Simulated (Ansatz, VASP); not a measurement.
One calculation of Ga4O, two programs

```
Ga O
1.0
     4.46229    0.00000    0.00000
     0.00000    4.46229    0.00000
     0.00000    0.00000    4.46229
Ga O
4 1
Direct
  0.00000 0.50000 0.50000
  0.50000 0.00000 0.50000
  0.50000 0.50000 0.00000
  0.00000 0.00000 0.00000
  0.50000 0.50000 0.50000
```

Alike in both runs: functional PBE; k mesh 8 × 8 × 8; occupations gaussian, width 0.1 eV; no spin polarisation.

Ansatz relaxed the structure, and its values are those at the end. VASP's run is a single point on that final structure, the one shown.

```csv
,VASP,Ansatz
version,VASP 6.6.1,Ansatz 0.2.0
potentials or method,"VASP PAW PBE potentials, release 64 (Ga_d, O)","scalar-relativistic, plane waves, PAW"
plane-wave cutoff (eV),520,420
valence electrons in the cell,58,58
```

Ansatz gave:

```
gap on the k mesh at the Fermi level (eV) : none
pressure (GPa)                            : 0.0
```

**Question.** What did VASP give for the same quantities?

**Answer.** gap on the k mesh at the Fermi level (eV): none; pressure (GPa): 0.2.

A gap of «none» marks a metal or a gap that the smearing closes.
